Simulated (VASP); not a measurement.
Input of a VASP 6.6.1 run:

INCAR

```
SYSTEM = AlP
AGGAC = 1.0
AGGAX = 1.0
ALDAC = 0.0
ALDAX = 1.0
ALGO = Normal
EDIFF = 1E-6
ENCUT = 500
GGA = B5
GGA_COMPAT = .False.
ISIF = 2
ISMEAR = 0
LASPH = .True.
LCHARG = .False.
LREAL = .False.
LWAVE = .False.
NBANDS = 11
NELM = 120
PREC = Accurate
SIGMA = 0.05
```

Contents of KPOINTS:

```
k-points
0
Gamma
  8 8 8
  0 0 0
```

The input POSCAR:

```
AlP
1.0
    0.0000000000      2.7811061130      2.7811061130
    2.7811061130      0.0000000000      2.7811061130
    2.7811061130      2.7811061130      0.0000000000
Al P
1 1
Direct
    0.0000000000      0.0000000000      0.0000000000
    0.7500000000      0.7500000000      0.7500000000
```

Potentials or basis: VASP PAW PBE potentials, release 64 (Al, P).

The run is started by

```bash
$ cat potpaw_PBE.64/Al/POTCAR potpaw_PBE.64/P/POTCAR > POTCAR
$ mpirun -np 1 vasp_std > vasp.out
```

(1) Estimate the band gap on the k mesh.

(2) Estimate the pressure.

Results:

(1) 1.94 eV, indirect (least direct gap 2.90 eV).

(2) 0.1 GPa.

Caveat: the PAW data sets were made with another functional, which shifts forces and pressure a little.

**The experiment to reproduce.**

From a printed reference work, data compilation, for a bulk crystal of AlP at 4.2 K: band gap 2.505 eV (indirect).

Measured gap of AlP: 2.505 eV (indirect; 4.2 K; a printed reference work, data compilation). This calculation gives 1.94 eV (-0.57 eV). The value is that of BLYP on a finite k mesh, which can miss the band edges, without temperature or zero-point motion. Semilocal functionals fall short of measured gaps as a rule.
